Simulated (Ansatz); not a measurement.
This script makes an equation of state with a fit of BN, space group Fmm2 with the Python package of Ansatz (0.2.0).

`run_eos.py`:
```python
"""Energy against volume for BN, with a fit."""

import ansatz as az
import numpy as np
from scipy.optimize import curve_fit

VECTORS = np.array([
    [0.0, 3.495316, 2.166091],
    [1.251632, 0.0, 2.166091],
    [1.251632, 3.495316, 0.0],
])
SITES = [
    ("B", (4.9e-05, 4.9e-05, 0.999951)),
    ("N", (2 / 3, 2 / 3, 1 / 3)),
]


def make_crystal(cell):
    crystal = az.Crystal(lattice=az.Lattice.of(cell))
    for symbol, position in SITES:
        crystal = crystal.atom(symbol, position)
    return crystal

def vinet(v, e0, v0, b0, b1):
    eta = (v / v0) ** (1 / 3)
    return e0 + 2 * b0 * v0 / (b1 - 1) ** 2 * (2 - (5 + 3 * b1 * (eta - 1) - 3 * eta) * np.exp(-1.5 * (b1 - 1) * (eta - 1)))


def main() -> None:
    # uniform scaling of the cell
    volumes, energies = [], []
    for scale in np.linspace(0.9, 1.1, 9):
        cell = VECTORS * scale ** (1 / 3)
        calculation = (
            make_crystal(cell).calculation()
            .initial_density(normalization="cell")
            .scf(max_iterations=150, extra_bands=8, self_checks="low")
            .pseudopotentials("nc")
            .occupations("cold", width=0.01)
            .functional(az.Functional.R2SCAN)
            .kpoints(8, 8, 8)
        )
        r = calculation.run(threads=1, backend="cpu").report
        volumes.append(abs(np.linalg.det(cell)) / len(SITES))
        energies.append(r["free_energy_ev"] / len(SITES))
        print(f"V = {volumes[-1]:8.4f} A^3/atom  F = {energies[-1]:.5f} eV/atom")

    guess = (min(energies), volumes[int(np.argmin(energies))], 0.5, 4.5)
    (e0, v0, b0, b1), _ = curve_fit(vinet, np.array(volumes), np.array(energies), p0=guess, maxfev=20000)
    print(f"Vinet fit: V0 = {v0:.4f} A^3/atom, B0 = {160.21766 * b0:.1f} GPa, B1 = {b1:.2f}")
    print("largest residual", round(1000 * float(np.abs(vinet(np.array(volumes), e0, v0, b0, b1) - energies).max()), 3), "meV/atom")


if __name__ == "__main__":
    main()
```

Its results, one of them left out:

| V (Å³/atom) | F less the lowest row shown (meV/atom) |
| --- | --- |
| 8.529 | ? |
| 8.766 | 45.75 |
| 9.003 | 19.85 |
| 9.239 | 5.00 |
| 9.476 | 0.00 |
| 9.713 | 3.79 |
| 9.950 | 15.35 |
| 10.187 | 34.00 |
| 10.424 | 58.90 |

What is the missing energy at 8.529 Å³ an atom?

A third-order Birch-Murnaghan fit, E = E0 + (9 V0 B0 / 16) [(t - 1)³ B' + (t - 1)² (6 - 4t)] with t = (V0/V)^(2/3), through the 8 rows shown gives V0 = 9.489 Å³, B0 = 236.3 GPa, B' = 3.54 and E0 = -0.02 meV. At V = 8.529 Å³, t = 1.07370, and the fit extrapolates to 84.01 meV. The run gave 84.06 meV, a miss of 0.05 meV.

What to keep in mind:
- The settings weren't tested for convergence.
- Shape and fractional positions are held along the curve, so the bulk modulus is an upper value where they are free to relax.
- Such functionals run on norm-conserving files made under PBE, which can move pressures by some GPa.
- This cell is a computed structure, which may not be the phase found in nature.
- The whole script took 52 s on 1 thread of Intel(R) Xeon(R) 6975P-C (Granite Rapids) (shared host), peak memory 0.53 GiB.
